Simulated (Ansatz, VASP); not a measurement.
# SiC: VASP beside Ansatz

```
Si C
1.0
     0.00000    2.17400    2.17400
     2.17400    0.00000    2.17400
     2.17400    2.17400    0.00000
Si C
1 1
Direct
  0.89836 0.00000 0.00000
  0.75000 0.75000 0.75000
```

Change from the starting cell: all Si atoms moved +0.312 Å, as atom 1 towards its neighbour atom 1 (Si) at 3.075 Å.

Alike in both runs: task single point; functional PBE; k mesh 12 × 12 × 12; occupations gaussian, width 0.05 eV; no spin polarisation.

|  | VASP | Ansatz |
| --- | --- | --- |
| version | VASP 6.6.1 | Ansatz 0.2.0 |
| potentials or method | VASP PAW PBE potentials, release 64 (Si, C) | scalar-relativistic, plane waves, PAW |
| plane-wave cutoff (eV) | 520 | 420 |
| valence electrons in the cell | 8 | 8 |

```csv
,VASP,Ansatz,Ansatz less VASP
gap on the k mesh at the Fermi level (eV),none,none,-
pressure (GPa),17.3,17.4,+0.11
largest component of the traceless stress (GPa),18.67,18.69,+0.020
rms of the force components (eV/Å),4.313,4.315,+0.0019
```

Atom by atom the forces differ by 0.003 eV/Å (rms over components). A gap of «none» marks a metal or a gap that the smearing closes. With one functional, cell and mesh, what is left measures potentials, basis and numerics.

Caveats: so large a pressure means that the cell lies far from this level's equilibrium, or that cutoff or potentials fall short (VASP); forces of over 1 eV/Å show positions far from the minimum, so gaps and moduli don't describe the material at rest.
